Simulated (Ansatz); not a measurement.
# Zone-centre phonons of InAs at -2.8 GPa: input and output

Theory: DFT LDA, scalar-relativistic, plane waves, PAW (Ansatz 0.2.0).

Launched with:
```bash
ansatz run input.yaml --threads 1 --pin off --max-ram 1228MiB --backend cpu --events-out ev --progress --plain --runs-dir out
```

Input (bare energies are in eV):
```yaml
crystal:
  lattice:
    - [3.5317, 0.0, 0.0]
    - [0.0, 3.5317, 0.0]
    - [0.0, 0.0, 3.5317]
  atoms:
    - { symbol: In, position: [0.0, 0.0, 0.0] }
    - { symbol: As, position: [0.5, 0.5, 0.5] }
basis:
  ecutwfc: 420
kpoints:
  mp_grid: { grid: [12, 12, 12] }
hamiltonian:
  xc: lda
scf:
  occupations: { method: fermi_dirac, width: 0.15 }
output:
  eigenvalues: true
phonons:
  method: dfpt
  eigenvectors: true
```

The end of the output:
```
--- Phonons (Γ-DFPT): 2 representative perturbations + reference, on 196 of 1728 k-points (Σ response iterations 6) ---
  k mesh reduced under 8 symmetry operations, with k and −k counted as one. Each operation leaves every solved perturbation unchanged. A smaller set is not used because it would not reduce the number of displacements ...
  ASR residual: 6.652e-5 → 0.000e0 eV/Å²; symmetrization residual: 1.331e-5 eV/Å²
  ASR residual per site (eV/Å²): 6.65e-5 3.10e-5
  Γ frequencies (cm⁻¹): 0.00 0.00 0.00 72.28 72.28 72.28
  non-analytic LO–TO correction: not included (Born effective charges unavailable; polar crystals: no LO–TO splitting at Γ)
```

The cell is the ideal cubic caesium chloride prototype; this isn't the usual structure of the compound. In a metal, frequencies and elastic constants depend on the k mesh and the smearing, soft modes and shear constants most.